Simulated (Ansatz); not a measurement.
**What strain does to GaN (zincblende)**

GaN (zincblende), relaxed with r2SCAN in Ansatz 0.2.0. The symmetry is F-43m (No. 216, cubic); conventional cell a = 4.498 Å, 11.37 Å³ an atom. Ga is surrounded by 4 N at 1.95 Å; N is surrounded by 4 Ga at 1.95 Å.

The axes x, y and z are those of this cell:
```yaml
crystal:
  lattice:
    - [0.00000, 2.24895, 2.24895]
    - [2.24895, 0.00000, 2.24895]
    - [2.24895, 2.24895, 0.00000]
  atoms:
    - { symbol: Ga, position: [0.00000, 0.00000, 0.00000] }
    - { symbol: N, position: [0.25000, 0.25000, 0.25000] }
```

Unstrained: The PBE gap is direct at Γ: 1.756 eV. r2SCAN gives a direct gap of 2.168 eV at Γ. HSE06 gives a direct gap of 3.005 eV at Γ. Meshes: PBE 10×10×10, r2SCAN 10×10×10, HSE06 6×6×6. Strains are changes of length per length, and xy shears are angles. After each strain the atoms were relaxed again with r2SCAN within the symmetry that the strain leaves, so tilts or polar shifts that break it weren't tested; points keep the names that they have in the unstrained zone. (Simulation; spin polarisation is off.)

Changes of the least gap in eV (an overlap counts as a negative gap):
```csv
strain,volume change (%),space group,PBE,r2SCAN,HSE06,G0W0@PBE (mesh),"energy rise, r2SCAN (meV/atom)"
isotropic -3.0 % on every length,-8.7,F-43m,+0.583,+0.613,+0.671,+0.76,62.5
uniaxial -0.5 % along [111],-0.5,R3m,+0.010,+0.011,+0.016,+0.02,0.4
"epitaxial -5.0 % in the xy plane, free normal strain +5.03 %",-5.2,I-4m2,+0.115,+0.131,+0.163,+0.19,54.8
"xy shear, engineering strain (angle) -1.0 %",0.0,Imm2,-0.035,-0.035,-0.033,-0.04,0.6
uniaxial -0.5 % along x,-0.5,I-4m2,+0.016,+0.018,+0.022,+0.03,0.3
```
Unstrained, G0W0@PBE with 94 empty bands, a screening cutoff of 150 eV and a 6×6×6 mesh gives 2.86 eV on its mesh; the band count follows the volume. G0W0 values are finite-basis, finite-mesh values.

Isotropic -3.0 % on every length. HSE06: the gap goes from 3.005 to 3.676 eV (+0.671 eV). Stress change with r2SCAN, compression positive: xx +21.85, yy +21.85, zz +21.85 GPa. For HSE06, dE_g/d ln V = -7.3 eV over this step.

Uniaxial -0.5 % along [111], other directions held. HSE06: the gap goes from 3.005 to 3.021 eV (+0.016 eV); with r2SCAN the top three valence levels at Γ, degenerate before, become 1+2 from the top over 33 meV. Stress change with r2SCAN, compression positive: xx +1.00, yy +1.00, zz +1.00, xy +0.54, xz +0.54, yz +0.54 GPa.

Epitaxial -5.0 % in the xy plane, free normal strain +5.03 %. HSE06: the gap goes from 3.005 to 3.168 eV (+0.163 eV); with r2SCAN the top three valence levels at Γ, degenerate before, become 2+1 from the top over 585 meV. Stress change with r2SCAN, compression positive: xx +16.43, yy +16.43, zz 0.00 GPa.

Xy shear, engineering strain (angle) -1.0 %. HSE06: the gap goes from 3.005 to 2.972 eV (-0.033 eV); with r2SCAN the top three valence levels at Γ, degenerate before, become 1+1+1 from the top over 66 meV. Stress change with r2SCAN, compression positive: xx +0.01, yy +0.01, zz 0.00, xy +1.62 GPa.

Uniaxial -0.5 % along x, other directions held. HSE06: the gap goes from 3.005 to 3.027 eV (+0.022 eV); with r2SCAN the top three valence levels at Γ, degenerate before, become 1+2 from the top over 23 meV. Stress change with r2SCAN, compression positive: xx +1.43, yy +0.78, zz +0.78 GPa.

The meshes of the hybrids are coarse, so their gaps aren't converged to the digits shown.

The splittings at Γ are without spin-orbit coupling, which regroups them where it is of like size or larger.

With a shallow d shell on the cation, G0W0 converges slowly in bands and cutoff, so these values are in doubt.
